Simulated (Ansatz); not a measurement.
Write the native input for Ansatz 0.2.0 that does the following.

| Item | Value |
| --- | --- |
| Task | single point |
| Functional | PBE |
| Potentials or basis | Ansatz PAW |
| Cutoff | 420 eV (not typed: the program's choice for these potentials) |
| k mesh | 10 × 10 × 10 |
| Occupations | fermi-dirac, width 0.05 eV |
| Spin | collinear spin, program default start |
| Fixed moment | 0 μB |

The system is Cr.

```
Cr
1.0
    -1.48445    1.48445    1.48445
     1.48445   -1.48445    1.48445
     1.48445    1.48445   -1.48445
Cr
1
Direct
  0.00000 0.00000 0.00000
```

One way to write it, as run:

input.yaml

```yaml
crystal:
  lattice:
    - [-1.4844496776, 1.4844496776, 1.4844496776]
    - [1.4844496776, -1.4844496776, 1.4844496776]
    - [1.4844496776, 1.4844496776, -1.4844496776]
  atoms:
    - { symbol: Cr, position: [0.0, 0.0, 0.0] }
hamiltonian:
  xc: pbe
  pseudopotentials: { kind: paw }
magnetization:
  spin_polarized: true
  initial_magnetization: 0.0
  spin_locking: { lock_magnetization: hard }
kpoints:
  mp_grid: { grid: [10, 10, 10] }
scf:
  occupations: { method: fermi_dirac, width: 0.05 }
  lower_state_search: "off"
output:
  forces: true
  stress: true
  eigenvalues: true
  write_density: true
  write_potential: true
  elf: true
  volumetric_format: npy
```

Potentials or basis: Ansatz PAW.

Command:

```sh
$ ansatz run input.yaml --threads 2 --pin off --max-ram 5632MiB --backend cpu --events-out ev --progress --plain --runs-dir out
```

It gave:

- Pressure: -24.4 GPa
- Net moment: 0.00 μB per cell
- Absolute moment: 0.00 μB per cell

Caveat: the total moment is fixed, so each spin has its own Fermi level; the thresholds are loose for stress.

It took 0.65 s on 2 threads of Arm Neoverse V1, with other jobs on the host, peak memory 0.25 GiB.
